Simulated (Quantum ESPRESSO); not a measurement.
The system is CuO.

```
Cu O
1.0
     2.87950    0.00000    0.00000
     0.03907    2.87928    0.00000
     0.01750    0.01724    5.17634
Cu O
2 2
Cartesian
  0.0195 1.4396 0.0000
  1.4485 0.0086 2.5882
  2.8881 0.0177 3.8817
  0.0479 2.8788 1.2947
```

The cell comes from a database or a generator and needn't be the stable form of this composition.

| Quantity | Value |
| --- | --- |
| Program | Quantum ESPRESSO 7.5 |
| Task | single point |
| Functional | PBE |
| Potentials or basis | SSSP 1.3 efficiency PBE |
| Cutoff | 748 eV |
| Density cutoff | 5987 eV |
| k mesh | 9 × 9 × 5 |
| Occupations | fermi-dirac, width 0.05 eV |
| Spin | no spin polarisation |

On this cell: pressure 5.6 GPa; largest force 0.012 eV/Å; band gap on the k mesh none (metal or under the smearing width).

The same run follows on a disturbed copy (atoms moved at random, drawn with an rms of 0.05 Å):

```xyz
4
Lattice="2.8795 0.0000 0.0000 0.0391 2.8793 0.0000 0.0175 0.0172 5.1763" Properties=species:S:1:pos:R:3 pbc="T T T"
Cu   -0.0177    1.4585   -0.0007
Cu    1.4094    0.0115    2.6013
O     2.8805   -0.0141    3.8669
O     0.0432    2.8597    1.2942
```

Q: What does the disturbed cell give?

A: The energy (extrapolated to zero smearing) moves by +8.0 meV/atom; pressure 5.9 GPa; largest force 0.689 eV/Å; band gap on the k mesh none (metal or under the smearing width).

Forces in eV/Å, atoms in the order of the input:
```
Cu   0.118 -0.679 -0.012
Cu   0.545 -0.109 -0.330
O   -0.343  0.413  0.295
O   -0.320  0.375  0.047
```

Stress tensor (GPa, compression positive):
```
 6.70  0.09 -0.10
 0.09  6.08 -0.24
-0.10 -0.24  5.04
```

Caveats: the run has no spin polarisation, though such a crystal can be magnetic; semilocal functionals often make such compounds metallic where correlation or magnetic order opens a gap, which also shifts bond lengths.
